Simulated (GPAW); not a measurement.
The system is Se.

```
CELL_PARAMETERS angstrom
4.36620 0.00000 0.00000
-2.18310 3.78124 0.00000
0.00000 0.00000 4.95360
ATOMIC_POSITIONS crystal
Se 0.77460 0.77460 0.00000
Se 0.00000 0.22540 0.66667
Se 0.22540 0.00000 0.33333
```

Base run:

- Program: GPAW 26.7.0
- Functional: PBE
- Potentials or basis: GPAW PAW data sets (gpaw-data 1.2.1)
- Cutoff: 450 eV
- Basis: pw
- k mesh: 6 × 6 × 5
- Occupations: fermi-dirac, width 0.05 eV
- Spin: no spin polarisation

Its results: band gap on the k mesh 1.31 eV, indirect (least direct gap 1.51 eV).

Task: The run is repeated on the same cell with these changes: functional from PBE to HF; k mesh from 6 × 6 × 5 to 3 × 3 × 3. What comes out?

Result: Band gap on the k mesh 8.32 eV, indirect (least direct gap 8.37 eV).

Several settings changed at once, so the effect can't be laid on one alone.

Caveats: some runs use coarse meshes; an odd mesh through Γ misses points on the zone boundary, where band edges often lie; exact exchange converges slowly with the k mesh, and this mesh is small (some runs).
